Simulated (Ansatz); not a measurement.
## How BeTe (F-43m) expands on warming

Aim: the lattice, expansion, heat capacity and bulk modulus of BeTe as it warms.

What experiment has found for this phase:
- bulk modulus 67 GPa near room temperature (given in “High-Throughput Prediction of Finite-Temperature Properties using the Quasi-Harmonic Approximation”, 2016, arXiv:1603.06924)

Main program and level: Ansatz 0.2.0; DFT PBE+D3(BJ), scalar-relativistic, plane waves, PAW.

The database entry behind the starting cell differs from later determinations by our own check (an axis about 1.5 % short against later determinations), so it need not match the best structure at ambient conditions.

**1. The starting structure**

Symmetry: F-43m, No. 216, cubic system. Conventional cell: a = 5.540 Å, b = 5.540 Å, c = 5.540 Å, α = 90.00°, β = 90.00°, γ = 90.00°. Be has 4 Te at 2.40 Å nearest. Nearest to Te lie 4 Be at 2.40 Å. Farther neighbours and most contacts between anions are not listed.

**2. Probe on a coarse mesh**

A cheap single point shows whether the cell is a metal or an insulator and how far it is from rest; that sets the k-mesh and the occupations of what follows.

Contents of input.yaml:

```yaml
crystal:
  lattice:
    - [0.0, 2.77, 2.77]
    - [2.77, 0.0, 2.77]
    - [2.77, 2.77, 0.0]
  atoms:
    - { symbol: Be, position: [0.0, 0.0, 0.0] }
    - { symbol: Te, position: [0.25, 0.25, 0.25] }
kpoints:
  mp_grid: { grid: [6, 6, 6] }
hamiltonian:
  xc: pbe
  dispersion: d3bj
scf:
  occupations: { method: gaussian, width: 0.1 }
output:
  forces: true
  stress: true
  eigenvalues: true
```

Run with:

```bash
$ ansatz run input.yaml --threads 4 --pin off --max-ram 8192MiB --backend cpu --events-out ev --progress --plain --runs-dir out
```

Numbers of over 12 decimals in the logs are rounded to 6 here.

The log of the run:

```text
Engine: ansatz 0.2.0, aarch64-unknown-linux-gnu
Pseudopotentials: kind: paw
Pseudopotential: Be, paw, valence charge 2, recommended cutoff 420 eV (normal), Be.paw.azcp
Pseudopotential: Te, paw, valence charge 16, recommended cutoff 420 eV (normal), Te.paw.azcp
Functional definition: PBE
  parameter kappa = 0.804
  parameter beta = 0.066725
  exchange = pbe_x(kappa = kappa, mu = beta*pi^2/3)
  correlation = pbe_c(beta = beta)
Crystal: 2 atoms, lattice volume = 42.508 Å³
Basis set: ecut = 420 eV, 869 PW (Γ), exchange–correlation on 54×54×54 points (8 copies of the dense FFT grid, shifted against one another)
Bands: 13, of which v1, the nominal top of the filled ones, is band 9 counted from 1 (8 counted from 0)
Symmetry: 24 space group operations
Space group: F-43m (ITA 216), of the structure as read, at distance tolerance 3.5e-5 Å
k-points: 16 of 216 (time reversal used)
Non-local potential: Be, projectors of the file, l = 0: 2, l = 1: 2, l = 2: 1
Non-local potential: Te, projectors of the file, l = 0: 2, l = 1: 2, l = 2: 2, l = 3: 2
PAW form: soft (Blöchl's): semilocal exchange-correlation on the pseudo side does not see the compensation charge
PAW one-centre angular grid: Be, 110 points (default); XC on 64 Gauss nodes
PAW one-centre angular grid: Te, 590 points (default); XC on 64 Gauss nodes
Initial density: superposition of atomic densities (neutral atoms: chi_scale 0, normalization atom), corrected by the library's trained network
Initial wavefunctions: pseudopotential atomic-orbital guess
Functional: x = pbe(κ = 0.804, μ = 0.219515), c = pbe(β = 0.066725)
SCF iter   1: F=—  HF=-7074.115293 eV  |F-HF|=—  |Δ(HF+E_count)|=         —  Δρ=6.04e-4  dr2=1.64e-4  ethr=1.77e-3  ⟨swp⟩=6.1  Hψ=1278  notcnv=0
preconditioner: auto → none  [insulator: Δε(μ)=1.864 eV  Ē_g=10.564 eV  σ=0.100 eV  W_gap=1.00  n_scr=14 (ndim 8)  ℏωp=16.1 eV  f_vac=0.007  D(μ)=0.00/eV (n_scr^D=0)  ε∞_Penn≈3.3]
SCF iter   2: F=—  HF=-7074.115129 eV  |F-HF|=—  |Δ(HF+E_count)|=   1.64e-4  Δρ=5.01e-4  dr2=1.62e-4  ethr=9.11e-7  ⟨swp⟩=2.2  Hψ=486  notcnv=0
SCF iter   3: F=—  HF=-7074.115071 eV  |F-HF|=—  |Δ(HF+E_count)|=   5.83e-5  Δρ=2.78e-4  dr2=3.48e-5  ethr=8.98e-7  ⟨swp⟩=2.0  Hψ=347  notcnv=0
SCF iter   4: F=—  HF=-7074.115083 eV  |F-HF|=—  |Δ(HF+E_count)|=   1.22e-5  Δρ=1.58e-4  dr2=3.82e-6  ethr=1.94e-7  ⟨swp⟩=2.7  Hψ=345  notcnv=0
SCF iter   5: F=—  HF=-7074.115124 eV  |F-HF|=—  |Δ(HF+E_count)|=   4.14e-5  Δρ=2.47e-4  dr2=3.87e-5  ethr=2.12e-8  ⟨swp⟩=3.1  Hψ=394  notcnv=0  recentre
SCF iter   6: F=—  HF=-7074.115108 eV  |F-HF|=—  |Δ(HF+E_count)|=   1.61e-5  Δρ=1.24e-4  dr2=9.38e-6  ethr=2.12e-8  ⟨swp⟩=2.0  Hψ=352  notcnv=0
SCF iter   7: F=—  HF=-7074.115107 eV  |F-HF|=—  |Δ(HF+E_count)|=   1.50e-6  Δρ=9.53e-5  dr2=5.65e-6  ethr=2.12e-8  ⟨swp⟩=1.0  Hψ=208  notcnv=0
SCF iter   8: F=—  HF=-7074.115105 eV  |F-HF|=—  |Δ(HF+E_count)|=   2.13e-6  Δρ=4.40e-5  dr2=1.20e-6  ethr=2.12e-8  ⟨swp⟩=2.8  Hψ=361  notcnv=0
SCF iter   9: F=-7074.115104 eV  HF=-7074.115104 eV  |F-HF|=8.65e-8  |Δ(HF+E_count)|=   5.73e-7  Δρ=1.12e-5  dr2=7.93e-8  ethr=5.56e-10  ⟨swp⟩=3.0  Hψ=839  notcnv=0
SCF 1 converged in 9 iterations: F = -7074.115104 eV  dr2 = 7.93e-8
  greatest PAW one-centre occupation: 0.998 electrons in one spin orbital (limit 2), on the Te atom at site 1 (counted from 0), in its partial waves of l = 2
SCF converged after 9 iterations
Free energy (F): -7074.115104 eV
Harris-Foulkes:  -7074.115104 eV  (|F-HF|=8.65e-8)
Internal energy: -7074.115104 eV  (E = F + TS)
E sigma→0 (E₀):  -7074.115104 eV
Fermi energy:    9.026798 eV
--- Per-component energies (eV) ---
  E_band       = -258.208836
  E_kinetic    = 201.234990
  E_local      = -1327.348299  (includes V_loc(G=0)·N_el)
  E_nonlocal   = -304.905917
  E_hartree    = 840.339803
  E_xc         = -143.949822
  E_vxc        = -124.913882  (∫ρ·V_xc dr)
  E_paw        = -4722.856369  (= ΣΔE_a)
  E_vpaw       = -382.942748  (= ΣTr[D̂ρ^β])
  E_aug_tail   = -0.000212  (compensation charges beyond the density's cutoff)
  E_ewald      = -1615.915793
  E_disp       = -0.713485  (pairwise vdW)
  E_smearing   = -0.000000  (= −TS)
  E_closure    = -0.000000  (closes the sum)
  Σ components = -7074.115104   (vs F -7074.115104, Δ=0.00e0)
--- Forces (eV/Å), atoms counted from 1 ---
  atom   1  Be     0.00000000    -0.00000000    -0.00000000
  atom   2  Te     0.00000000    -0.00000000     0.00000000
  max |Σ_I F_I| component: 2.84e-16 eV/Å
--- Stress (GPa, compression-positive) ---
        1.479702      -0.000000      -0.000000
        0.000000       1.479702       0.000000
       -0.000000       0.000000       1.479702
  P = ⅓ Tr σ = 1.4797 GPa (14.797 kbar)
--- Band table (eV; the first three rows and the last of 16) ---
  k-point 0: bands = [... 5 lower, -4.5390, 8.0954, 8.0954, 8.0954, 11.6800, 11.6800, 11.6800, 12.2896]
  k-point 1: bands = [... 5 lower, -4.2613, 6.0060, 7.6833, 7.6833, 11.6696, 12.2612, 12.2612, 14.1875]
  k-point 2: bands = [... 5 lower, -3.5583, 3.4054, 7.1054, 7.1054, 11.4192, 12.7294, 12.7294, 15.9563]
  k-point 15: bands = [... 5 lower, -2.4995, 3.0775, 4.4793, 4.7853, 11.7993, 12.3766, 15.6229, 15.9340]
```

Wall time 0.5 s (4 threads of Arm Neoverse V2, shared host); peak memory 0.28 GiB; 1.3 s of CPU time.

In the SCF lines HF is the Harris–Foulkes energy and dr2 the Hartree energy of the density residual, in eV; the loop may stop once dr2 is under the threshold and the program's other checks hold. Hψ counts applications of the Hamiltonian.

Numbers from this step:

```
pressure          : 1.480 GPa
gap on the k-mesh : 1.863 eV
volume per atom   : 21.25 Å³
```

The start is under 1.5 GPa at this level and looks like an insulator or semiconductor on this mesh.

**3. Finding the static equilibrium**

Phonons are second derivatives about a minimum, so cell and atoms are relaxed first, inside the symmetry of the start.

input.yaml, the sections that differ from step 2:

```yaml
kpoints:
  mp_grid: { grid: [8, 8, 8] }
scf:
  occupations: { method: gaussian, width: 0.02 }
relax:
  adjacent_minimum: "off"
  f_tol: 0.005
  max_steps: 80
  cell: { stress_tol: 0.05 }
# crystal, hamiltonian, output: as in step 2
```

The log of the run:

```text
[...]
Crystal: 2 atoms, lattice volume = 42.508 Å³
Basis set: ecut = 420 eV, 869 PW (Γ), exchange–correlation on 54×54×54 points (8 copies of the dense FFT grid, shifted against one another)
Bands: 13, of which v1, the nominal top of the filled ones, is band 9 counted from 1 (8 counted from 0)
Symmetry: 24 space group operations
[...]
k-points: 29 of 512 (time reversal used)
[...]
SCF iter   1: F=—  HF=-7074.121650 eV  |F-HF|=—  |Δ(HF+E_count)|=         —  Δρ=6.07e-4  dr2=1.53e-4  ethr=1.77e-3  ⟨swp⟩=6.8  Hψ=2456  notcnv=0
[...]
SCF iter   7: F=-7074.121434 eV  HF=-7074.121434 eV  |F-HF|=1.59e-8  |Δ(HF+E_count)|=   6.51e-8  Δρ=4.72e-6  dr2=1.47e-8  ethr=5.56e-10  ⟨swp⟩=4.4  Hψ=1149  notcnv=0
SCF 1 converged in 7 iterations: F = -7074.121434 eV  dr2 = 1.47e-8
[...]
relax step   1: F+E_penalty+E_count = -7074.12143447 eV  Δ(F+E_penalty+E_count) = +0.000e0 eV  max|allowed force component| = 1.538e-16 eV/Å  Δτ_max = 0.0000 Å  P = +1.434 GPa  Ω = 42.508 Å³  (7 SCF iters, dr2 threshold 1.00e-7 eV, accepted)
Crystal: 2 atoms, lattice volume = 43.758 Å³
[...]
iter 1 solved again at ethr=2.04e-5 eV; its pass at ethr=3.10e-3 eV (dr2=3.67e-3 eV) is discarded
[...]
SCF iter   5: F=-7074.125027 eV  HF=-7074.125027 eV  |F-HF|=1.43e-8  |Δ(HF+E_count)|=   9.06e-7  Δρ=5.81e-6  dr2=8.10e-9  ethr=1.11e-9  ⟨swp⟩=6.8  Hψ=1895  notcnv=0
SCF 2 converged in 5 iterations: F = -7074.125027 eV  dr2 = 8.10e-9
relax step   2: F+E_penalty+E_count = -7074.12502669 eV  Δ(F+E_penalty+E_count) = -3.592e-3 eV  max|allowed force component| = 4.973e-17 eV/Å  Δτ_max = 0.0000 Å  P = -0.418 GPa  Ω = 43.758 Å³  energy of the carried Pulay correction = -1.945e-4 eV  (5 SCF iters, dr2 threshold 2.00e-7 eV, accepted)
Crystal: 2 atoms, lattice volume = 43.469 Å³
[...]
SCF iter   4: F=-7074.125462 eV  HF=-7074.125462 eV  |F-HF|=3.30e-8  |Δ(HF+E_count)|=   2.02e-7  Δρ=9.66e-6  dr2=4.07e-8  ethr=1.11e-9  ⟨swp⟩=6.0  Hψ=1785  notcnv=0
SCF 3 converged in 4 iterations: F = -7074.125462 eV  dr2 = 4.07e-8
relax step   3: F+E_penalty+E_count = -7074.12546242 eV  Δ(F+E_penalty+E_count) = -4.357e-4 eV  max|allowed force component| = 4.857e-17 eV/Å  Δτ_max = 0.0000 Å  P = -0.013 GPa  Ω = 43.469 Å³  energy of the carried Pulay correction = -1.501e-4 eV  (4 SCF iters, dr2 threshold 2.00e-7 eV, accepted)
[...]
SCF iter   5: F=-7074.125606 eV  HF=-7074.125606 eV  |F-HF|=1.18e-11  |Δ(HF+E_count)|=   2.93e-9  Δρ=1.23e-7  dr2=8.71e-12  ethr=1.00e-12  ⟨swp⟩=6.9  Hψ=1639  notcnv=0
SCF 4 converged in 5 iterations: F = -7074.125606 eV  dr2 = 8.71e-12
relax step   4: F+E_penalty+E_count = -7074.12560647 eV  Δ(F+E_penalty+E_count) = -1.440e-4 eV  max|allowed force component| = 9.252e-18 eV/Å  Δτ_max = 0.0000 Å  P = -0.013 GPa  Ω = 43.469 Å³  stress off target by 1.27e-2 GPa  SCF on the basis re-selected at this cell (its energy is not comparable with the rows above)  (5 SCF iters)
basis re-selected at this cell: Δ(F+E_penalty+E_count) = -1.440e-4 eV, ΔP = +0.000 GPa vs the last step (what re-selecting the basis moved, of the pressure what is left beyond the Pulay correction that the steps carried, after the strain that the cell walked since its last selection, with what the two solves' SCF thresholds leave and, on support functions, any second-order correction that the steps lacked; it is no m [...]
SCF converged after 5 iterations
Free energy (F): -7074.125606 eV
[...]
Internal energy: -7074.125606 eV  (E = F + TS)
E sigma→0 (E₀):  -7074.125606 eV
Fermi energy:    8.740259 eV
[...]
--- Stress (GPa, compression-positive) ---
       -0.012746      -0.000000      -0.000000
       -0.000000      -0.012746       0.000000
       -0.000000       0.000000      -0.012746
  P = ⅓ Tr σ = -0.0127 GPa (-0.127 kbar)
--- Band table (eV; the first three rows and the last of 29) ---
  k-point 0: bands = [... 5 lower, -4.6994, 7.7797, 7.7797, 7.7797, 11.3859, 11.3859, 11.3859, 11.8047]
  k-point 1: bands = [... 5 lower, -4.5461, 6.4332, 7.5333, 7.5333, 11.3787, 11.7436, 11.7436, 13.0557]
  k-point 2: bands = [... 5 lower, -4.1217, 4.3728, 7.0775, 7.0775, 11.1696, 12.2893, 12.2893, 14.9627]
  k-point 28: bands = [... 5 lower, -2.7353, 3.0844, 3.9483, 4.4495, 13.0998, 13.3386, 13.4114, 14.0966]
--- Relaxed structure (3 steps of the walk, 3 accepted, 1 SCFs on fresh bases) ---
  F+E_penalty+E_count = -7074.12560647 eV   max|allowed force component| = 9.252e-18 eV/Å   (the final SCF, on the basis selected at the relaxed cell)
  cell:  # Å, volume = 43.4690 Å³
    - [0, 2.790721, 2.790721]
    - [2.790721, 0, 2.790721]
    - [2.790721, 2.790721, 0]
  atoms:
    - { symbol: Be, position: [0, 0, 0] }
    - { symbol: Te, position: [0.25, 0.25, 0.25] }
```

The job ended after 2.2 s (4 threads; peak memory 0.33 GiB).

Step by step:

```csv
step,energy less that of the first step (eV),largest force component (eV/Å),pressure (GPa),volume (Å³)
1,0.0000,0.0000,1.43,42.51
2,-0.0036,0.0000,-0.42,43.76
3,-0.0040,0.0000,-0.01,43.47
4*,-0.0042,0.0000,-0.01,43.47
```

Relaxation steps marked * repeat the geometry before them on a plane-wave basis chosen anew for their cell, so energy and pressure can jump there.

The run keeps the 24 symmetry operations that it works with, so distortions that break them were not tested.

```csv
"conventional cell, symmetrised",before,after,change
a (Å),5.540,5.581,+0.7 %
b (Å),5.540,5.581,+0.7 %
c (Å),5.540,5.581,+0.7 %
volume (Å³/atom),21.25,21.73,+2.3 %
```

Final coordinates:

```xyz
2
Lattice="0.0000 2.7907 2.7907 2.7907 0.0000 2.7907 2.7907 2.7907 0.0000" Properties=species:S:1:pos:R:3 pbc="T T T"
Be    0.0000    0.0000    0.0000
Te    1.3954    1.3954    1.3954
```

Numbers from this step:

```
pressure          : -0.01275 GPa
gap on the k-mesh : 1.921 eV
volume per atom   : 21.73 Å³
```

The relaxation ends with a pressure of -0.01 GPa.

**4. Tight relaxation**

The thresholds are tightened for a last relaxation ahead of the phonons, and where mesh or smearing change with them the cell follows.

input.yaml, the sections that differ from step 3:

```yaml
crystal:
  lattice:
    - [0.0, 2.7907213891, 2.7907213891]
    - [2.7907213891, 0.0, 2.7907213891]
    - [2.7907213891, 2.7907213891, 0.0]
  atoms:
    - { symbol: Be, position: [0.0, 0.0, 0.0] }
    - { symbol: Te, position: [0.25, 0.25, 0.25] }
scf:
  occupations: { method: fixed }
relax:
  adjacent_minimum: "off"
  f_tol: 0.001
  max_steps: 60
  cell: { stress_tol: 0.01 }
# kpoints, hamiltonian, output: as in step 3
```

The log of the run:

```text
[...]
Crystal: 2 atoms, lattice volume = 43.469 Å³
Basis set: ecut = 420 eV, 869 PW (Γ), exchange–correlation on 54×54×54 points (8 copies of the dense FFT grid, shifted against one another)
Bands: 13, of which v1, the nominal top of the filled ones, is band 9 counted from 1 (8 counted from 0)
Symmetry: 24 space group operations
[...]
k-points: 29 of 512 (time reversal used)
[...]
k-point 28: bands = [... 5 lower, -2.7325, 3.0869, 3.9505, 4.4519, 13.1036, 13.3420, 13.4156, 14.1013]
--- Relaxed structure (2 steps of the walk, 2 accepted, 1 SCFs on fresh bases) ---
[...]
cell:  # Å, volume = 43.4576 Å³
    - [0, 2.790477, 2.790477]
    - [2.790477, 0, 2.790477]
    - [2.790477, 2.790477, 0]
  atoms:
    - { symbol: Be, position: [0, 0, 0] }
    - { symbol: Te, position: [0.25, 0.25, 0.25] }
[key lines of the parts left out:]
SCF converged after 6 iterations
Free energy (F): -7074.125609 eV
Fermi energy:    7.783321 eV
P = ⅓ Tr σ = 0.0035 GPa (0.035 kbar)
```

Run time: 1.7 s. Hardware: 4 threads; peak memory 0.32 GiB; 5.8 s of CPU time.

Little changed from the start: no atom moved by 0.005 Å and no cell edge by 0.1 %.

Numbers from this step:

```yaml
pressure: 0.003468 GPa
gap_on_the_k_mesh: 1.920 eV
```

The residual pressure is 0.0035 GPa, small enough for phonons.

[end of part 1 of 2]

[Logs are printed without paths, hosts, clocks, repeated set-up lines and the standing remarks that a program may print on its own settings, such as how far it seeks lower states.]

[Hosts, paths, dates, database ids (printed as entryN), source tags and the programs' standing remarks are cut or masked in the printed files.]

[A step with changed settings may run another functional than the one named; its input shows which.]
